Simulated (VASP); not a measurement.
# Sb (P2_1/m) in VASP: reference runs, part 2 of 2

VASP 6.6.1.

## Step 3: Single point, PBE (atoms moved at random, drawn with an rms of 0.05 Å)

Contents of INCAR:

```
  ALGO = Normal
  EDIFF = 1E-7
  ENCUT = 520
  GGA = PE
  ISIF = 2
  ISMEAR = -1
  LASPH = T
  LCHARG = F
  LREAL = F
  LWAVE = F
  NBANDS = 18
  NELM = 100
  PREC = Accurate
  SIGMA = 0.05
```

Contents of KPOINTS:

```
k-points
0
Gamma
  6 6 4
```

Contents of POSCAR:

```
Sb
1.0
    4.5277000000      0.0000000000      0.0000000000
    0.0000000000      4.4211000000      0.0000000000
   -1.3205190000      0.0000000000      6.3643480000
Sb
4
Direct
    0.3400300000      0.2468980000      0.6890660000
    0.9385740000      0.7487980000      0.7605490000
    0.0766930000      0.2526260000      0.2349570000
    0.6486240000      0.7511720000      0.3096560000
```

Potentials or basis: VASP PAW PBE potentials, release 64 (Sb).

Run with:

```
$ cat potpaw_PBE.64/Sb/POTCAR > POTCAR
$ mpirun -np 1 vasp_std > vasp.out
```

OUTCAR:

```text
EDIFF = 1E-7
   ENCUT = 520
   GGA = PE
   ISIF = 2
   ISMEAR = -1
   LASPH = T
   LREAL = F
   NELM = 100
   PREC = Accurate

 ion  position               nearest neighbor table
   1  0.340  0.247  0.689-   3 2.95   2 2.95   2 2.96   2 3.45   2 3.46   4 3.77
   2  0.939  0.749  0.761-   1 2.95   4 2.96   1 2.96   1 3.45   1 3.46   3 3.73   3 3.75
   3  0.077  0.253  0.235-   1 2.95   4 3.04   4 3.05   4 3.36   4 3.37   2 3.73   2 3.75
   4  0.649  0.751  0.310-   2 2.96   3 3.04   3 3.05   3 3.36   3 3.37   1 3.77

  LATTYP: Found a simple monoclinic cell.
 ALAT       =     4.5277000000
 B/A-ratio  =     0.9764560373
 C/A-ratio  =     1.4355853266
 COS(beta)  =    -0.2031599047

  Lattice vectors:

 A1 = (   4.5277000000,   0.0000000000,   0.0000000000)
 A2 = (   0.0000000000,   4.4211000000,   0.0000000000)
 A3 = (  -1.3205190000,   0.0000000000,   6.3643480000)

Analysis of symmetry for initial positions (statically):
=====================================================================
 Subroutine PRICEL returns:
 Original cell was already a primitive cell.

 Routine SETGRP: Setting up the symmetry group for a
 simple monoclinic supercell.

 Subroutine GETGRP returns: Found  1 space group operations
 (whereof  1 operations were pure point group operations)
 out of a pool of  4 trial point group operations.

The static configuration has the point symmetry C_1 .

Analysis of symmetry for dynamics (positions and initial velocities):
=====================================================================
 Subroutine PRICEL returns:
 Original cell was already a primitive cell.

 Routine SETGRP: Setting up the symmetry group for a
 simple monoclinic supercell.

 Subroutine GETGRP returns: Found  1 space group operations
 (whereof  1 operations were pure point group operations)
 out of a pool of  4 trial point group operations.

The dynamic configuration has the point symmetry C_1 .

[... 115 lines left out ...]
   EMIN   =  10.00;   EMAX   =-10.00  energy-range for DOS
   EFERMI =   0.00;   METHOD = LEGACY
   ISMEAR =    -1;   SIGMA  =   0.05  broadening in eV -4-tet -1-fermi 0-gaus
   EFERMI_NEDOS =   21; number of points for ismear=-14 and -15
   IALGO  =     38    algorithm
   IMIX   =      4    mixing-type and parameters
     AMIX     =   0.40;   BMIX     =  1.00
     AMIX_MAG =   1.60;   BMIX_MAG =  1.00
  volume/ion in A,a.u.               =      31.85       214.93
  Fermi-wavevector in a.u.,A,eV,Ry     =   0.883143  1.668898 10.611741  0.779941
  Thomas-Fermi vector in A             =   2.003869
   LORBIT       =      0    0 simple, 1 ext, 2 COOP (PROOUT), +10 PAW based schemes
   GGA     = PE    functional components
   LHFCALC =     F    Hartree Fock is set to
   AEXX    =    0.0000 exact exchange contribution
   IVDW    =     0    specifies the selected vdW correction
   LEPSILON=     F    determine dielectric tensor
   LRPA    =     F    only Hartree local field effects (RPA)
 non-spin polarized calculation
  energy-cutoff  :      520.00
  volume of cell :      127.40
 maximum number of plane-waves:      3454
 NGX is ok and might be reduce to    36
   NGX = 17   NGY = 17   NGZ = 25

 number of electron      20.0000000 magnetization

 Free energy of the ion-electron system (eV)
  ---------------------------------------------------
  ext. energy  EPLUGINS =         0.00000000
  ---------------------------------------------------
  free energy    TOTEN  =       -16.08909497 eV

  energy without entropy =      -16.07812632  energy(sigma->0) =      -16.08361064

 E-fermi :   6.4159     XC(G=0):  -9.3269

 val. band max:        6.4035886291   @ k =   0.0000   0.3333   0.5000
 cond. band min:       6.4785112870   @ k =   0.0000   0.5000   0.2500
 fundamental gap:      0.0749226579
 Fermi energy:         6.4159125660

 k-point     1 :       0.0000    0.0000    0.0000
  band No.  band energies     occupation
      1      -5.7190      2.00000
      2      -3.3715      2.00000
      3      -0.8158      2.00000
      4       0.1037      2.00000
      5       2.1567      2.00000
      6       3.0603      2.00000
[... 481 lines left out ...]
      5       2.8134      2.00000
      6       4.5728      2.00000
[... 10 lines left out ...]
     17      12.6991      0.00000
     18      12.9065      0.00000

 [... further k-points ...]
[... 5 lines left out ...]
  --------------------------------------------------------------------------------------
  -------------------------------------------------------------------------------------
  Total       -0.4153900     -0.4430935     -0.4127147      0.0248942      0.0077135      0.0435863
  in kB       -5.2240190     -5.5724233     -5.1903740      0.3130737      0.0970061      0.5481488
  external PRESSURE =      -5.3289388 kB  Pullay stress =       0.0000000 kB

 VOLUME and BASIS-vectors are now :
 -----------------------------------------------------------------------------
  energy-cutoff  :      520.00
  volume of cell :      127.40
      direct lattice vectors                 reciprocal lattice vectors
     4.527700000  0.000000000  0.000000000     0.220862690  0.000000000  0.045826120
     0.000000000  4.421100000  0.000000000     0.000000000  0.226188053  0.000000000
    -1.320519000  0.000000000  6.364348000     0.000000000  0.000000000  0.157125286

 POSITION                                       TOTAL-FORCE (eV/Angst)
 -----------------------------------------------------------------------------------
      0.62963      1.09156      4.38546        -0.013353      0.022881     -0.029006
      3.24526      3.31051      4.84040        -0.052912     -0.013044     -0.040623
      0.03698      1.11688      1.49535        -0.217953      0.009777      0.119544
      2.52787      3.32101      1.97076         0.284218     -0.019614     -0.049914
 -----------------------------------------------------------------------------------
    total drift:                               -0.000006     -0.000004      0.000059

  FREE ENERGIE OF THE ION-ELECTRON SYSTEM (eV)
  ---------------------------------------------------
  free  energy   TOTEN  =       -16.0890949683 eV

  energy  without entropy=      -16.0781263171  energy(sigma->0) =      -16.08361064
```

Run time: 97 s. Hardware: 1 thread of Intel Xeon Platinum 8488C (Sapphire Rapids), shared host; peak memory 0.31 GiB.

Results:

| Quantity | Value |
| --- | --- |
| Free energy | -16.0891 eV |
| Pressure | -0.5 GPa |
| Largest force | 0.289 eV/Å |
| Band gap on the k mesh | none (metal or under the smearing width) |

Forces in eV/Å, atoms in the order of the input:
```
Sb  -0.013  0.023 -0.029
Sb  -0.053 -0.013 -0.041
Sb  -0.218  0.010  0.120
Sb   0.284 -0.020 -0.050
```

Stress tensor (GPa, compression positive):
```
-0.52  0.03  0.05
 0.03 -0.56  0.01
 0.05  0.01 -0.52
```

Spin-orbit coupling is left out, which matters for the levels of Sb.
